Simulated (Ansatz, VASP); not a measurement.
# One calculation of Mo, two programs

File INCAR:

```
  PREC = Accurate
  ENCUT = 520
  EDIFF = 1E-6
  ISMEAR = 0
  SIGMA = 0.15
  LREAL = F
  LASPH = T
  NELM = 100
  ALGO = Fast
  ISIF = 2
  LWAVE = F
  LCHARG = F
  GGA = PE
  NBANDS = 13
```

KPOINTS

```
regular mesh
0
Gamma
  22 22 22
```

Contents of POSCAR:

```
Mo
1.0
    0.0000000000      2.2712017735      1.4290401559
    2.2712017735      0.0000000000      1.4290401559
    2.2712017735      2.2712017735      0.0000000000
Mo
1
Direct
    0.0000000000      0.0000000000      0.0000000000
```

Input for Ansatz:

```yaml
crystal:
  lattice:
    - [0.0, 2.2712017735, 1.4290401559]
    - [2.2712017735, 0.0, 1.4290401559]
    - [2.2712017735, 2.2712017735, 0.0]
  atoms:
    - { symbol: Mo, position: [0.0, 0.0, 0.0] }
basis:
  ecutwfc: 420
kpoints:
  mp_grid: { grid: [22, 22, 22] }
hamiltonian:
  xc: pbe
scf:
  occupations: { method: gaussian, width: 0.15 }
output:
  forces: true
  stress: true
  eigenvalues: true
```

Alike in both runs: task single point; functional PBE; k mesh 22 × 22 × 22; occupations gaussian, width 0.15 eV; no spin polarisation.

|  | VASP | Ansatz |
| --- | --- | --- |
| version | VASP 6.6.1 | Ansatz 0.2.0 |
| potentials or method | VASP PAW PBE potentials, release 64 (Mo_sv) | scalar-relativistic, plane waves, PAW |
| plane-wave cutoff (eV) | 520 | 420 |
| valence electrons in the cell | 14 | 14 |

Ansatz gave:

```
gap on the k mesh at the Fermi level (eV)       : none
pressure (GPa)                                  : 22.3
largest component of the traceless stress (GPa) : 24.77
```

Question: Estimate VASP's values.

Answer: gap on the k mesh at the Fermi level (eV): none; pressure (GPa): 23.0; largest component of the traceless stress (GPa): 24.79.

A gap of «none» marks a metal or a gap that the smearing closes.

Caveats: so large a pressure means that the cell lies far from this level's equilibrium, or that cutoff or potentials fall short (VASP).
